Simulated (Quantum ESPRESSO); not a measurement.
PbS (Galena), 2 atoms in the cell. The structure is cubic, space group Fm-3m (No. 225). The conventional cell has a = 5.931 Å, b = 5.931 Å, c = 5.931 Å, α = 90.00°, β = 90.00°, γ = 90.00°. Pb (site symmetry m-3m) is surrounded by 6 S at 2.97 Å. S (site symmetry m-3m) has 6 Pb at 2.97 Å as nearest neighbours. 

```yaml
Program: Quantum ESPRESSO 7.5
Task: single point
Functional: PBE
Potentials_or_basis: PseudoDojo 0.4 FR PBE standard
Cutoff: 762 eV
Density_cutoff: 3048 eV
k_mesh: 4 × 4 × 4
Occupations: fermi-dirac, width 0.05 eV
Spin: spin-orbit coupling, no magnetisation
Mixing_beta: 0.5
Most_SCF_iterations: 120
SCF_threshold: 4e-10 Ry
```

Potentials or basis: PseudoDojo 0.4 FR PBE standard.

Command:

```bash
$ OMP_NUM_THREADS=1 mpirun -n 2 pw.x -nk 2 -in pw.in > pw.out
```

Hardware: 2 MPI ranks on Arm Neoverse V1, with other jobs on the host.

**Question.** How long does it take, and how much memory?

**Answer.** It took 16 s on 2 MPI ranks on Arm Neoverse V1, on a shared host, peak memory 0.22 GiB a rank. Counts: scf iterations 11, k pools 2, bands 32, k points 8, g dense 19891.
